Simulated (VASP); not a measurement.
A run of VASP 6.6.1 is set up as follows.

Contents of POSCAR:

```
Hf
1.0
    0.0000000000      2.2389399613      2.2389399613
    2.2389399613      0.0000000000      2.2389399613
    2.2389399613      2.2389399613      0.0000000000
Hf
1
Direct
    0.0000000000      0.0000000000      0.0000000000
```

Contents of INCAR.step1:

```
  ALGO = Normal
  EDIFF = 1E-4
  ENCUT = 520
  GGA = PE
  ISMEAR = 0
  LASPH = T
  LCHARG = F
  LREAL = F
  LWAVE = T
  NBANDS = 11
  NELM = 100
  PREC = Accurate
  SIGMA = 0.05
```

The input INCAR.step2:

```
  ALGO = Normal
  EDIFF = 1E-7
  ENCUT = 520
  ISIF = 2
  ISMEAR = 0
  ISTART = 1
  LASPH = T
  LCHARG = F
  LMIXTAU = T
  LREAL = F
  LWAVE = F
  METAGGA = R2SCAN
  NBANDS = 11
  NELM = 100
  PREC = Accurate
  SIGMA = 0.05
```

Contents of KPOINTS:

```
k-points
0
Gamma
  16 16 16
```

Potentials or basis: VASP PAW PBE potentials, release 64 (Hf_pv).

Command:

```console
$ cat potpaw_PBE.64/Hf_pv/POTCAR > POTCAR
$ cp INCAR.step1 INCAR
$ mpirun -np 1 vasp_std > vasp.out
$ cp INCAR.step2 INCAR
$ mpirun -np 1 vasp_std > vasp.out
```

**Question.** Estimate the pressure.

**Answer.** -0.4 GPa.

**Question.** Estimate the band gap on the k mesh.

**Answer.** None (metal or under the smearing width).

Caveat: the PAW data sets were made with another functional, which shifts forces and pressure a little. Spin-orbit coupling is left out, which matters for the levels of Hf.
